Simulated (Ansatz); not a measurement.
Runs of Ansatz 0.2.0 on ZnO (zincite). The structure is hexagonal, space group P6_3mc (No. 186). Conventional cell: a = 3.249 Å, b = 3.249 Å, c = 5.206 Å, α = 90.00°, β = 90.00°, γ = 120.00°. Around Zn (site symmetry 3m) lie 4 O at 1.97 to 1.98 Å. O (site symmetry 3m) is surrounded by 4 Zn at 1.97 to 1.98 Å. 

```csv
task,level,potentials or basis,cell,k mesh,cutoff (eV),smearing,points for each segment of the path,mesh quality,gap on the mesh (eV),pressure (GPa),largest force (eV/Å)
band structure,HSEsol,Ansatz PAW,as given,5 × 5 × 3,420,fermi-dirac 0.05 eV,4,coarse,2.42,-,0.07
band structure,r2SCAN,Ansatz PAW,as given,9 × 9 × 5,500,fermi-dirac 0.05 eV,14,not flagged,1.23,-1.1,0.07
Born charges and dielectric tensor,LDA,Ansatz PAW,as given,9 × 9 × 5,420,fixed,-,not flagged,0.74,-,-
band structure,PBE,Ansatz NC,as given,9 × 9 × 5,1240,fermi-dirac 0.05 eV,14,not flagged,0.85,4.7,0.07
band structure,LDA,Ansatz PAW,as given,9 × 9 × 5,420,fermi-dirac 0.05 eV,14,not flagged,0.74,(a),0.05
single point,PBEsol,Ansatz PAW,as given,9 × 9 × 5,420,gaussian 0.1 eV,-,not flagged,0.70,(b),0.06
relaxation of cell and atoms,LC-wPBE,Ansatz PAW,relaxed,5 × 5 × 3,420,fermi-dirac 0.05 eV,-,coarse,7.82,-,-
band structure,RPBE,Ansatz PAW,as given,9 × 9 × 5,420,fermi-dirac 0.05 eV,14,not flagged,0.90,9.5,0.08
```

Alike in all rows: no spin polarisation.

**Question.** Fill in the values left out.

**Answer.** (a) -7.1; (b) -1.4.

Caveats: some runs use coarse meshes; the PAW data sets come from PBE, with cores solved anew for the run's functional, which leaves a small shift of forces and pressure (some runs); odd divisions of the mesh miss points on the zone boundary, where band edges often lie, so the gap on the mesh can be too wide (some runs); the plane-wave basis is chosen anew once the cell has moved, so the energies of steps on either side of that aren't comparable (some runs); the potentials were made for another functional, which shifts forces and pressure (some runs).

A k mesh can miss the band edges.

Not every run made on this cell is shown here.
